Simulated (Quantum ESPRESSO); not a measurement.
# GaP (F-43m) in Quantum ESPRESSO: further runs, part 3 of 3

Quantum ESPRESSO 7.5. Earlier steps stand in the parts before.

## Step 4: Phonons, PBEsol

File pw.in:

```
&CONTROL
  calculation = 'scf'
  prefix = 'pwscf'
  outdir = './tmp'
  pseudo_dir = './pseudo'
  tprnfor = .true.
  tstress = .true.
  disk_io = 'low'
/
&SYSTEM
  ibrav = 0
  nat = 2
  ntyp = 2
  ecutwfc = 45
  ecutrho = 360
  nbnd = 19
  occupations = 'smearing'
  smearing = 'fd'
  degauss = 0.00367493
/
&ELECTRONS
  conv_thr = 4d-10
  electron_maxstep = 120
  mixing_beta = 0.5
/
ATOMIC_SPECIES
Ga    69.7230 ga_pbesol_v1.4.uspp.F.UPF
P     30.9738 p_pbesol_v1.5.uspp.F.UPF
CELL_PARAMETERS angstrom
   0.0000000000    2.7252500000    2.7252500000
   2.7252500000    0.0000000000    2.7252500000
   2.7252500000    2.7252500000    0.0000000000
ATOMIC_POSITIONS crystal
Ga     0.0000000000    0.0000000000    0.0000000000
P      0.7500000000    0.7500000000    0.7500000000
K_POINTS automatic
6 6 6 1 1 1
```

File relax.in:

```
&CONTROL
  calculation = 'vc-relax'
  prefix = 'pwscf'
  outdir = './tmp'
  pseudo_dir = './pseudo'
  tprnfor = .true.
  tstress = .true.
  disk_io = 'low'
  nstep = 40
  forc_conv_thr = 0.0001
  etot_conv_thr = 1d-06
/
&SYSTEM
  ibrav = 0
  nat = 2
  ntyp = 2
  ecutwfc = 45
  ecutrho = 360
  nbnd = 19
  occupations = 'smearing'
  smearing = 'fd'
  degauss = 0.00367493
/
&ELECTRONS
  conv_thr = 4d-10
  electron_maxstep = 120
  mixing_beta = 0.5
/
&IONS
  ion_dynamics = 'bfgs'
/
&CELL
  cell_dynamics = 'bfgs'
  press = 0
  press_conv_thr = 0.2
/
ATOMIC_SPECIES
Ga    69.7230 ga_pbesol_v1.4.uspp.F.UPF
P     30.9738 p_pbesol_v1.5.uspp.F.UPF
CELL_PARAMETERS angstrom
   0.0000000000    2.7252500000    2.7252500000
   2.7252500000    0.0000000000    2.7252500000
   2.7252500000    2.7252500000    0.0000000000
ATOMIC_POSITIONS crystal
Ga     0.0000000000    0.0000000000    0.0000000000
P      0.7500000000    0.7500000000    0.7500000000
K_POINTS automatic
6 6 6 1 1 1
```

File scf2.in:

```
&CONTROL
  calculation = 'scf'
  prefix = 'pwscf'
  outdir = './tmp'
  pseudo_dir = './pseudo'
  tprnfor = .true.
  tstress = .true.
  disk_io = 'low'
/
&SYSTEM
  ibrav = 0
  nat = 2
  ntyp = 2
  ecutwfc = 45
  ecutrho = 360
  nbnd = 19
  occupations = 'fixed'
/
&ELECTRONS
  conv_thr = 1d-13
  electron_maxstep = 120
  mixing_beta = 0.5
  startingpot = 'file'
  startingwfc = 'file'
/
ATOMIC_SPECIES
Ga    69.7230 ga_pbesol_v1.4.uspp.F.UPF
P     30.9738 p_pbesol_v1.5.uspp.F.UPF
CELL_PARAMETERS angstrom
   0.0000000000    2.7149120385    2.7149120385
   2.7149120385    0.0000000000    2.7149120385
   2.7149120385    2.7149120385    0.0000000000
ATOMIC_POSITIONS crystal
Ga     0.0000000000    0.0000000000    0.0000000000
P      0.7500000000    0.7500000000    0.7500000000
K_POINTS automatic
6 6 6 1 1 1
```

File ph.in:

```
phonons of GaP
&INPUTPH
  prefix = 'pwscf'
  outdir = './tmp'
  tr2_ph = 1d-16
  fildyn = 'dyn'
  niter_ph = 60
  alpha_mix(1) = 0.7
  epsil = .true.
/
0.0000000000 0.0000000000 0.0000000000
```

File dynmat.in:

```
&INPUT
  fildyn = 'dyn'
  asr = 'crystal'
  lperm = .true.
  filout = 'dynmat.disp'
  fileig = 'dynmat.eig'
/
```

File dynmat_lo.in:

```
&INPUT
  fildyn = 'dyn'
  asr = 'crystal'
  filout = 'dynmat_lo.disp'
  fileig = 'dynmat_lo.eig'
  q(1) = 0
  q(2) = 0
  q(3) = 1
/
```

Potentials or basis: GBRV 1.5 PBEsol.

Launch:

```sh
$ OMP_NUM_THREADS=1 pw.x -in pw.in > pw.out
$ OMP_NUM_THREADS=1 pw.x -in relax.in > relax.out
$ OMP_NUM_THREADS=1 pw.x -in scf2.in > scf2.out
$ OMP_NUM_THREADS=1 ph.x -in ph.in > ph.out
$ OMP_NUM_THREADS=1 dynmat.x -in dynmat.in > dynmat.out
$ OMP_NUM_THREADS=1 dynmat.x -in dynmat_lo.in > dynmat_lo.out
```

pw.out:

```text
This program is part of the open-source Quantum ESPRESSO suite
     for quantum simulation of materials; please cite
[... 9 lines left out ...]
     --------------------
     sticks:   dense  smooth     PW     G-vecs:    dense   smooth      PW
     Sum        1303     661    211                31283    11113    1989

     Using Slab Decomposition

     bravais-lattice index     =            0
     lattice parameter (alat)  =       7.2832  a.u.
     unit-cell volume          =     273.1780 (a.u.)^3
     number of atoms/cell      =            2
     number of atomic types    =            2
     number of electrons       =        24.00
     number of Kohn-Sham states=           19
     kinetic-energy cutoff     =      45.0000  Ry
     charge density cutoff     =     360.0000  Ry
     scf convergence threshold =      4.0E-10
     mixing beta               =       0.5000
     number of iterations used =            8  plain     mixing
     Exchange-correlation= SLA  PW   PSX  PSC
                           (   1   4  10   8   0   0   0)

     celldm(1)=   7.283166  celldm(2)=   0.000000  celldm(3)=   0.000000
     celldm(4)=   0.000000  celldm(5)=   0.000000  celldm(6)=   0.000000

     crystal axes: (cart. coord. in units of alat)
               a(1) = (   0.000000   0.707107   0.707107 )
               a(2) = (   0.707107   0.000000   0.707107 )
               a(3) = (   0.707107   0.707107   0.000000 )

     reciprocal axes: (cart. coord. in units 2 pi/alat)
               b(1) = ( -0.707107  0.707107  0.707107 )
               b(2) = (  0.707107 -0.707107  0.707107 )
               b(3) = (  0.707107  0.707107 -0.707107 )
[... 84 lines left out ...]
     Davidson diagonalization with overlap
     ethr =  1.00E-02,  avg # of iterations =  7.2

     total energy              =    -426.44392378 Ry
     estimated scf accuracy    <       7.77674026 Ry
[... 71 lines left out ...]
     iteration # 12     ecut=    45.00 Ry     beta= 0.50
     Davidson diagonalization with overlap
     ethr =  2.63E-12,  avg # of iterations =  2.8

     End of self-consistent calculation

          k = 0.0589 0.0589 0.0589 (  1399 PWs)   bands (ev):

   -86.2215 -86.2214 -86.2214  -6.8697  -6.8608  -6.8608  -6.7613  -6.7613
    -4.7979   6.7163   7.5224   7.5224   9.8802  11.6300  11.6300  11.6495
    16.6688  16.9622  16.9622
[... 87 lines left out ...]
   -86.2213 -86.2212 -86.2212  -6.9795  -6.8020  -6.7986  -6.7940  -6.7407
    -1.9941   1.0035   4.6670   5.0040   9.2895   9.8357  17.1862  17.4190
    18.7452  19.6427  20.6273

          k =-0.5303 0.1768-0.0589 (  1390 PWs)   bands (ev):

   -86.2214 -86.2212 -86.2212  -6.9621  -6.8188  -6.8101  -6.7828  -6.7464
    -2.5430   1.7329   4.4726   5.2180  10.1725  11.3315  14.1153  16.0424
    17.9034  19.9961  20.4318

          k =-0.4125 0.0589 0.0589 (  1391 PWs)   bands (ev):
[... 61 lines left out ...]
   -86.2213 -86.2213 -86.2212  -6.9499  -6.8333  -6.8274  -6.7611  -6.7553
    -2.5761   1.1486   4.8320   6.1623  10.3624  12.2725  13.2177  15.6969
    17.5935  17.8807  19.4622

     the Fermi energy is     8.3877 ev

!    total energy              =    -430.53122529 Ry
     estimated scf accuracy    <          2.8E-13 Ry
     smearing contrib. (-TS)   =      -0.00000000 Ry
     internal energy E=F+TS    =    -430.53122529 Ry

     The total energy is F=E-TS. E is the sum of the following terms:
     one-electron contribution =    -396.44816903 Ry
     hartree contribution      =     206.43191980 Ry
     xc contribution           =     -53.90007244 Ry
     ewald contribution        =    -186.61490361 Ry

     convergence has been achieved in  12 iterations

     Forces acting on atoms (cartesian axes, Ry/au):

     atom    1 type  1   force =     0.00000000    0.00000000   -0.00000000
     atom    2 type  2   force =    -0.00000000   -0.00000000    0.00000000

     Total force =     0.000000     Total SCF correction =     0.000000

     Computing stress (Cartesian axis) and pressure

          total   stress  (Ry/bohr**3)                   (kbar)     P=       -9.78
  -0.00006649   0.00000000   0.00000000           -9.78        0.00        0.00
   0.00000000  -0.00006649   0.00000000            0.00       -9.78        0.00
   0.00000000   0.00000000  -0.00006649            0.00        0.00       -9.78

=------------------------------------------------------------------------------=
   JOB DONE.
=------------------------------------------------------------------------------=
```

It took 5.5 min on 1 thread of Arm Neoverse V2, shared host; peak memory 0.15 GiB.

Results:

```
Free energy                                             : -5857.6757 eV
Relaxed volume                                          : 20.01 Å³/atom
Relaxed cell                                            : a = 3.839 Å, b = 3.839 Å, c = 3.839 Å, α = 60.00°, β = 60.00°, γ = 60.00°
Space group after relaxing (to 0.05 Å)                  : F-43m (No. 216)
Pressure after relaxing                                 : 0.0 GPa
Electronic dielectric tensor (diagonal)                 : 10.66
Born charges (mean of the diagonal)                     : Ga +2.12; P -2.12 e
Highest phonon frequency at Γ, LO-TO splitting left out : 359 cm⁻¹
Static dielectric tensor (diagonal)                     : 12.67
```

The path:
| step | energy change (eV) | largest force (eV/Å) | pressure (GPa) | volume (Å³) |
| --- | --- | --- | --- | --- |
| 1 | 0.0000 | 0.0000 | -0.98 | 40.48 |
| 2 | -0.0010 | 0.0000 | -0.56 | 40.28 |
| 3 | -0.0014 | 0.0000 | 0.01 | 40.02 |
| 4 | -0.0014 | 0.0000 | 0.00 | 40.02 |

Final structure:
```
CELL_PARAMETERS angstrom
0.00000 2.71491 2.71491
2.71491 0.00000 2.71491
2.71491 2.71491 0.00000
ATOMIC_POSITIONS crystal
Ga 0.00000 0.00000 0.00000
P 0.75000 0.75000 0.75000
```

Phonon frequencies in cm⁻¹ (negative: imaginary):
| q point | frequencies |
| --- | --- |
| (0.000, 0.000, 0.000) | -14 -14 -14 359 359 359 |

Electronic dielectric tensor:
```
10.66  0.00  0.00
 0.00 10.66  0.00
 0.00  0.00 10.66
```

Born effective charge tensors (e):
atom 1, Ga
```
2.12 0.00 0.00
0.00 2.12 0.00
0.00 0.00 2.12
```
atom 2, P
```
-2.12  0.00  0.00
 0.00 -2.12  0.00
 0.00  0.00 -2.12
```

Optical modes at Γ, degenerate ones joined, polar ones without the macroscopic field:
```tsv
cm⁻¹	components	symmetry	active in	IR intensity, summed ((D/Å)²/amu)
358	3	T2	IR and Raman	14.51
```

Zone-centre frequencies without and with the macroscopic field along z (cm⁻¹):
```tsv
	optical modes in rising order
without	358 358 358
with the field	358 358 391
```

Static dielectric tensor, electrons and zone-centre modes:
```
12.67  0.00  0.00
 0.00 12.67  0.00
 0.00  0.00 12.67
```

## Step 5: The runs side by side

```csv
task,level,potentials or basis,spin,cell,cutoff (eV),pressure (GPa)
phonons,rev-vdW-DF2,PseudoDojo 0.4.1 SR PBE standard,off,relaxed,1088,1.1
dielectric tensor,PBE,PseudoDojo 0.4 FR PBE standard,"SOC, no magnetisation",as given,1088,2.6
phonons,PBEsol,GBRV 1.5 PBEsol,off,relaxed,612,0.0
```

Alike in all rows: k mesh 6 × 6 × 6, shifted; smearing fermi-dirac 0.05 eV.

Caveats: the potentials were made for another functional, which shifts forces and pressure (some runs); before the sum rule the acoustic modes lie tens of cm⁻¹ from zero, a sign that the density grid also shifts the optical modes (some runs).

Absolute energies hang on the potentials; compare differences alone.
